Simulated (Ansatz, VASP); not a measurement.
# Zr: VASP beside Ansatz

```xyz
2
Lattice="10.3000 0.0000 0.0000 0.0000 9.3000 0.0000 0.0000 0.0000 4.2317" Properties=species:S:1:pos:R:3 pbc="T T T"
Zr    4.5530    4.6500    0.0000
Zr    5.7470    4.6500    2.1159
```

Alike in both runs: functional PBE; k mesh 1 × 1 × 13; occupations gaussian, width 0.05 eV; collinear spin.

Ansatz relaxed the structure, and its values are those at the end. VASP's run is a single point on that final structure, the one shown.

|  | VASP | Ansatz |
| --- | --- | --- |
| version | VASP 6.6.1 | Ansatz 0.2.0 |
| potentials or method | VASP PAW PBE potentials, release 64 (Zr_sv) | scalar-relativistic, plane waves, PAW |
| plane-wave cutoff (eV) | 520 | 420 |
| valence electrons in the cell | 24 | 24 |

VASP gave:

* gap on the k mesh at the Fermi level (eV): none
* rms of the force components (eV/Å): 0.033
* net moment per atom (μB): 0.31
* size of the moment on the site where the two differ most (μB): 0.22

Problem. What did Ansatz give for the same quantities?

Solution. gap on the k mesh at the Fermi level (eV): none; rms of the force components (eV/Å): 0.000; net moment per atom (μB): 0.31; size of the moment on the site where the two differ most (μB): 0.15.

Site moments also hang on the region over which each program counts them. A gap of «none» marks a metal or a gap that the smearing closes. With one functional, cell and mesh, what is left measures potentials, basis and numerics. Ansatz warned: «seeded_moment_not_kept».
